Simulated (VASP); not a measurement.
# KI (Fm-3m) in VASP: notebook, part 2 of 2

VASP 6.6.1. Earlier steps stand in the parts before.

**4. Relaxation of cell and atoms, r2SCAN**

INCAR reads:

```
SYSTEM = KI
PREC = Accurate
ENCUT = 600
EDIFF = 1E-6
ISMEAR = -1
SIGMA = 0.05
LREAL = .FALSE.
LASPH = .TRUE.
NELM = 80
ALGO = Normal
ISIF = 3
LWAVE = .FALSE.
LCHARG = .FALSE.
METAGGA = R2SCAN
LMIXTAU = .TRUE.
IBRION = 2
NSW = 40
EDIFFG = -0.005
```

KPOINTS reads:

```
regular mesh
0
G
  7 7 7
  0 0 0
```

POSCAR reads:

```
KI
1.0
    0.0000000000      3.5327750000      3.5327750000
    3.5327750000      0.0000000000      3.5327750000
    3.5327750000      3.5327750000      0.0000000000
I K
1 1
Direct
    0.5000000000      0.5000000000      0.5000000000
    0.0000000000      0.0000000000      0.0000000000
```

Potentials or basis: VASP PAW PBE potentials, release 64 (I, K_sv).

On the command line:

```sh
> cat potpaw_PBE.64/I/POTCAR potpaw_PBE.64/K_sv/POTCAR > POTCAR
> mpirun -np 1 vasp_std > vasp.out
```

OUTCAR:

```text
SYSTEM = KI
   PREC = Accurate
   ENCUT = 600
   EDIFF = 1E-6
   ISMEAR = -1
   LREAL = .FALSE.
   LASPH = .TRUE.
   NELM = 80
   ISIF = 3
   METAGGA = R2SCAN
   IBRION = 2
   NSW = 40
   EDIFFG = -0.005

 ion  position               nearest neighbor table
   1  0.500  0.500  0.500-   2 3.53   2 3.53   2 3.53   2 3.53   2 3.53   2 3.53
   2  0.000  0.000  0.000-   1 3.53   1 3.53   1 3.53   1 3.53   1 3.53   1 3.53

  LATTYP: Found a face centered cubic cell.
 ALAT       =     7.0655500000

  Lattice vectors:

 A1 = (   0.0000000000,   3.5327750000,   3.5327750000)
 A2 = (   3.5327750000,   0.0000000000,   3.5327750000)
 A3 = (   3.5327750000,   3.5327750000,   0.0000000000)

Analysis of symmetry for initial positions (statically):
=====================================================================
 Subroutine PRICEL returns:
 Original cell was already a primitive cell.

 Routine SETGRP: Setting up the symmetry group for a
 face centered cubic supercell.

 Subroutine GETGRP returns: Found 48 space group operations
 (whereof 48 operations were pure point group operations)
 out of a pool of 48 trial point group operations.

The static configuration has the point symmetry O_h .

[... 150 lines left out ...]
  ---------------------------------------------------
  ext. energy  EPLUGINS =         0.00000000
  ---------------------------------------------------
  free energy    TOTEN  =       -33.98511357 eV

  energy without entropy =      -33.98511357  energy(sigma->0) =      -33.98511357

------------------------ aborting loop because EDIFF is reached ----------------------------------------

  FORCE on cell =-STRESS in cart. coord.  units (eV):
  Direction    XX          YY          ZZ          XY          YZ          ZX
  --------------------------------------------------------------------------------------
  -------------------------------------------------------------------------------------
  Total        0.0891094      0.0891094      0.0891094      0.0000000      0.0000000     -0.0000000
  in kB        1.6190345      1.6190345      1.6190345      0.0000000      0.0000000     -0.0000000
  external PRESSURE =       1.6190345 kB  Pullay stress =       0.0000000 kB
[... 95 lines left out ...]
--------------------------------------- Ionic step        4  -------------------------------------------

 number of electron      15.9999999 magnetization

 Free energy of the ion-electron system (eV)
  ---------------------------------------------------
  ext. energy  EPLUGINS =         0.00000000
  ---------------------------------------------------
  free energy    TOTEN  =       -33.98564504 eV

  energy without entropy =      -33.98564504  energy(sigma->0) =      -33.98564504

 E-fermi :   0.3231     XC(G=0):  -7.4656

 val. band max:       -0.8196825160   @ k =   0.0000   0.0000   0.0000
 cond. band min:       3.7566348435   @ k =   0.0000   0.0000   0.0000
 fundamental gap:      4.5763173596
 Fermi energy:         0.3231440625

 k-point     1 :       0.0000    0.0000    0.0000
  band No.  band energies     occupation
      1     -30.4997      2.00000
      2     -13.2137      2.00000
      3     -13.2137      2.00000
      4     -13.2137      2.00000
      5     -11.6133      2.00000
      6      -0.8197      2.00000
      7      -0.8197      2.00000
      8      -0.8197      2.00000
      9       3.7566      0.00000
     10       6.2350      0.00000
     11       6.2350      0.00000
     12       6.2350      0.00000
[... 312 lines left out ...]
  FREE ENERGIE OF THE ION-ELECTRON SYSTEM (eV)
  ---------------------------------------------------
  free  energy   TOTEN  =       -33.9856450444 eV

  energy  without entropy=      -33.9856450444  energy(sigma->0) =      -33.98564504

 reached required accuracy - stopping structural energy minimisation
```

OSZICAR:

```text
N       E                     dE             d eps       ncg     rms          rms(c)
DAV:   1     0.715819779726E+02    0.71582E+02   -0.71952E+03   480   0.128E+03
DAV:   2    -0.295223530632E+02   -0.10110E+03   -0.92071E+02   572   0.272E+02
DAV:   3    -0.369005683392E+02   -0.73782E+01   -0.73111E+01   648   0.642E+01
[... 46 lines left out ...]
DAV:   4    -0.339856369886E+02   -0.34786E-05   -0.97642E-06   480   0.368E-02    0.152E-02
DAV:   5    -0.339856227625E+02    0.14226E-04   -0.30632E-05   480   0.768E-02    0.467E-03
DAV:   6    -0.339856418837E+02   -0.19121E-04   -0.29026E-05   480   0.766E-02    0.137E-03
DAV:   7    -0.339856450434E+02   -0.31597E-05   -0.40821E-06   480   0.286E-02    0.118E-03
DAV:   8    -0.339856450444E+02   -0.10095E-08   -0.66220E-07   352   0.114E-02
   4 F= -.33985645E+02 E0= -.33985645E+02  d E =-.531473E-03
```

It took 4.4 min on 1 thread of Intel Xeon Platinum 8488C (Sapphire Rapids), shared host; peak memory 0.27 GiB.

What came out:

- Free energy: -33.9856 eV
- Relaxed volume: 44.65 Å³/atom
- Relaxed cell: a = 5.017 Å, b = 5.017 Å, c = 5.017 Å, α = 60.00°, β = 60.00°, γ = 60.00°
- Space group after relaxing (to 0.05 Å): Fm-3m (No. 225)
- Energy gained by relaxing: 0.3 meV/atom
- Ionic steps: 4
- Pressure after relaxing: 0.0 GPa
- Band gap on the k mesh: 4.58 eV, direct

Step by step:
```tsv
step	energy change (eV)	largest force (eV/Å)	pressure (GPa)	volume (Å³)
1	0.0000	0.0000	0.16	88.18
2	-0.0004	0.0000	0.07	88.75
3	-0.0005	0.0000	-0.02	89.45
4	-0.0005	0.0000	0.00	89.29
```

Final structure:
```xyz
2
Lattice="0.0000 3.5475 3.5475 3.5475 0.0000 3.5475 3.5475 3.5475 0.0000" Properties=species:S:1:pos:R:3 pbc="T T T"
I     3.5475    3.5475    3.5475
K     0.0000    0.0000    0.0000
```

Caveat: the PAW data sets were made with another functional, which shifts forces and pressure a little; spin-orbit coupling is left out, which moves the levels of the heavy elements; an odd mesh through Γ misses points on the zone boundary, where band edges often lie.

**5. Relaxation of cell and atoms, SCAN**

Edit INCAR of step 4 so:

```diff
@@ -13,3 +13,3 @@
 LCHARG = .FALSE.
-METAGGA = R2SCAN
+METAGGA = SCAN
 LMIXTAU = .TRUE.
```

KPOINTS is that of step 4.

POSCAR is that of step 4.

Potentials or basis: VASP PAW PBE potentials, release 64 (I, K_sv).

On the command line:

```sh
> cat potpaw_PBE.64/I/POTCAR potpaw_PBE.64/K_sv/POTCAR > POTCAR
> mpirun -np 1 vasp_std > vasp.out
```

OUTCAR:

```text
SYSTEM = KI
   PREC = Accurate
   ENCUT = 600
   EDIFF = 1E-6
   ISMEAR = -1
   LREAL = .FALSE.
   LASPH = .TRUE.
   NELM = 80
   ISIF = 3
   METAGGA = SCAN
   IBRION = 2
   NSW = 40
   EDIFFG = -0.005

 ion  position               nearest neighbor table
   1  0.500  0.500  0.500-   2 3.53   2 3.53   2 3.53   2 3.53   2 3.53   2 3.53
   2  0.000  0.000  0.000-   1 3.53   1 3.53   1 3.53   1 3.53   1 3.53   1 3.53

  LATTYP: Found a face centered cubic cell.
 ALAT       =     7.0655500000

  Lattice vectors:
[... 530 lines left out ...]

  FORCE on cell =-STRESS in cart. coord.  units (eV):
  Direction    XX          YY          ZZ          XY          YZ          ZX
  --------------------------------------------------------------------------------------
  -------------------------------------------------------------------------------------
  Total       -0.0093656     -0.0093656     -0.0093656      0.0000000      0.0000000      0.0000000
  in kB       -0.1703159     -0.1703159     -0.1703159      0.0000000      0.0000000      0.0000000
  external PRESSURE =      -0.1703159 kB  Pullay stress =       0.0000000 kB

 VOLUME and BASIS-vectors are now :
 -----------------------------------------------------------------------------
  energy-cutoff  :      600.00
  volume of cell :       88.10
      direct lattice vectors                 reciprocal lattice vectors
     0.000000000  3.531721113  3.531721113    -0.141574033  0.141574033  0.141574033
     3.531721113  0.000000000  3.531721113     0.141574033 -0.141574033  0.141574033
     3.531721113  3.531721113  0.000000000     0.141574033  0.141574033 -0.141574033

 POSITION                                       TOTAL-FORCE (eV/Angst)
 -----------------------------------------------------------------------------------
      3.53172      3.53172      3.53172         0.000000      0.000000      0.000000
      7.06344      7.06344      7.06344        -0.000000     -0.000000     -0.000000
 -----------------------------------------------------------------------------------
    total drift:                                0.000000     -0.000000      0.000000

  FREE ENERGIE OF THE ION-ELECTRON SYSTEM (eV)
  ---------------------------------------------------
  free  energy   TOTEN  =       -48.3763014775 eV

  energy  without entropy=      -48.3763014774  energy(sigma->0) =      -48.37630148

 reached required accuracy - stopping structural energy minimisation
```

OSZICAR:

```text
N       E                     dE             d eps       ncg     rms          rms(c)
DAV:   1     0.555508111146E+02    0.55551E+02   -0.72012E+03   480   0.128E+03
DAV:   2    -0.440520254788E+02   -0.99603E+02   -0.90552E+02   576   0.270E+02
DAV:   3    -0.512547188651E+02   -0.72027E+01   -0.71395E+01   652   0.632E+01
[... 22 lines left out ...]
DAV:   3    -0.483763001484E+02    0.14760E-04   -0.65920E-05   736   0.811E-02    0.117E-02
DAV:   4    -0.483763018892E+02   -0.17408E-05   -0.14873E-05   488   0.534E-02    0.699E-03
DAV:   5    -0.483763125902E+02   -0.10701E-04   -0.44759E-05   488   0.895E-02    0.240E-03
DAV:   6    -0.483763011547E+02    0.11436E-04   -0.93653E-06   488   0.398E-02    0.186E-03
DAV:   7    -0.483763014775E+02   -0.32288E-06   -0.19600E-07   404   0.628E-03
   2 F= -.48376301E+02 E0= -.48376301E+02  d E =-.101838E-04
```

It took 2.1 min on 1 thread of Intel Xeon Platinum 8488C (Sapphire Rapids), shared host; peak memory 0.26 GiB.

What came out:

| Property | Result |
| --- | --- |
| Free energy | -48.3763 eV |
| Relaxed volume | 44.05 Å³/atom |
| Relaxed cell | a = 4.995 Å, b = 4.995 Å, c = 4.995 Å, α = 60.00°, β = 60.00°, γ = 60.00° |
| Space group after relaxing (to 0.05 Å) | Fm-3m (No. 225) |
| Energy gained by relaxing | 0.0 meV/atom |
| Ionic steps | 2 |
| Pressure after relaxing | 0.0 GPa |
| Band gap on the k mesh | 4.55 eV, direct |

Final structure:
```
I K
1.0
     0.00000    3.53172    3.53172
     3.53172    0.00000    3.53172
     3.53172    3.53172    0.00000
I K
1 1
Direct
  0.50000 0.50000 0.50000
  0.00000 0.00000 0.00000
```

Levels at points of the mesh, in eV from the valence-band top:
| k point | band 5 | band 6 | band 7 | band 8 | band 9 | band 10 | band 11 | band 12 |
| --- | --- | --- | --- | --- | --- | --- | --- | --- |
| (0.00, 0.00, 0.00) | -10.88 | 0.00 | 0.00 | 0.00 | 4.55 | 7.04 | 7.04 | 7.04 |

Caveat: the PAW data sets were made with another functional, which shifts forces and pressure a little; spin-orbit coupling is left out, which moves the levels of the heavy elements; an odd mesh through Γ misses points on the zone boundary, where band edges often lie.

**6. Summary**

| level | gap on the mesh (eV) | pressure (GPa) | relaxed volume (Å³/atom) |
| --- | --- | --- | --- |
| AM05 | 3.94 | 0.0 | 45.82 |
| PW91 | 3.87 | 0.0 | 46.37 |
| r2SCAN | 4.58 | 0.0 | 44.65 |
| SCAN | 4.55 | 0.0 | 44.05 |

Alike in all rows: task relaxation of cell and atoms; potentials or basis VASP PAW PBE potentials, release 64 (I, K_sv); no spin polarisation; cell relaxed; k mesh 7 × 7 × 7; cutoff (eV) 600; smearing fermi-dirac 0.05 eV.

Caveats: the PAW data sets were made with another functional, which shifts forces and pressure a little; spin-orbit coupling is left out, which moves the levels of the heavy elements; an odd mesh through Γ misses points on the zone boundary, where band edges often lie.

Total energies depend on the potentials used, so only differences within one code and one set of settings carry meaning.
